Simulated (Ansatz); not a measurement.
Equation of state of CuCl from a dense series

```xyz
2
Lattice="0.0000 2.7101 2.7101 2.7101 0.0000 2.7101 2.7101 2.7101 0.0000" Properties=species:S:1:pos:R:3 pbc="T T T"
Cu    0.0000    0.0000    0.0000
Cl    4.0652    4.0652    4.0652
```

Atom numbers follow the list: Cu1, Cl2.

The cell is COD entry 9013925, as deposited and not checked against the literature; nothing was relaxed.

The calculation used DFT, PBE, all-electron LAPW, scalar-relativistic in Ansatz 0.2.0.

Sampling and basis: a Γ-centred 11×11×11 k mesh, Fermi–Dirac smearing of 0.03 eV, basis error target 0.25 meV/atom, no spin polarisation.

The cell is scaled evenly. Fractional coordinates are held (clamped ions).

```json
{"V (Å³/atom)": "18.710", "P (GPa)": "3.71"}
{"V (Å³/atom)": "18.720", "P (GPa)": "3.68"}
{"V (Å³/atom)": "19.109", "P (GPa)": "2.37"}
{"V (Å³/atom)": "19.308", "P (GPa)": "1.76"}
{"V (Å³/atom)": "19.507", "P (GPa)": "1.19"}
{"V (Å³/atom)": "19.706", "P (GPa)": "0.65"}
{"V (Å³/atom)": "19.905", "P (GPa)": "0.14"}
{"V (Å³/atom)": "20.104", "P (GPa)": "-0.34"}
{"V (Å³/atom)": "20.303", "P (GPa)": "-0.79"}
{"V (Å³/atom)": "20.502", "P (GPa)": "-1.21"}
{"V (Å³/atom)": "20.701", "P (GPa)": "-1.61"}
```

(1) Fit a third-order Birch–Murnaghan curve to the pressures.

(2) Predict the pressure at the withheld volume, 21.099 Å³/atom.

## Answers

(1) P = (3B0/2)(y^(7/2) − y^(5/2))[1 + (3/4)(B0′ − 4)(y − 1)] with y = (V0/V)^(2/3) fits within 0.01 GPa for V0 = 19.961 Å³/atom, B0 = 48.6 GPa and B0′ = 5.13.

(2) There y = 0.9637, so the fit gives -2.34 GPa; the run gave -2.34 GPa.
